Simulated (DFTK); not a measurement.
AlPt under changes of volume

One of the cells (14.774 Å³/atom); the others are scaled copies at fixed shape and fractional positions:

```
Pt Al
1.0
     3.09155    0.00000    0.00000
     0.00000    3.09155    0.00000
     0.00000    0.00000    3.09155
Pt Al
1 1
Direct
  0.50000 0.50000 0.50000
  0.00000 0.00000 0.00000
```

Measurements of this composition are mostly on another form, of space group No. 198.

| Quantity | Value |
| --- | --- |
| Program | DFTK 0.8.2 |
| Functional | PBEsol |
| Potentials or basis | dojo.nc.sr.pbesol.v0_4_1.standard.upf (PBEsol) |
| Cutoff | 1143 eV |
| k mesh | 9 × 9 × 9 |
| Occupations | fermi-dirac, width 0.05 eV |
| Spin | no spin polarisation |

| volume (Å³/atom) | energy over the lowest point (meV/atom) | pressure (GPa) |
| --- | --- | --- |
| 13.888 | ? | ? |
| 14.183 | 0.00 | 1.9 |
| 14.478 | 0.36 | -2.3 |
| 14.774 | 7.98 | -6.0 |
| 15.069 | 22.06 | -9.3 |
| 15.365 | 41.87 | -12.2 |
| 15.660 | 66.76 | -14.8 |

Problem. What does the run at 13.888 Å³/atom give?

Solution. Energy over the lowest point 7.81 meV/atom; pressure 6.6 GPa.

Worked out: A Birch-Murnaghan fit of order 3 (a polynomial in V^(-2/3)) to the other rows has its minimum at 14.31 Å³/atom with B0 = V·E''(V) = 203 GPa and B' = 4.7. It gives 7.78 meV/atom at 13.888 Å³/atom, against the run's 7.81, and -dE/dV = 6.6 GPa, against 6.6.

Energies are extrapolated to zero smearing.
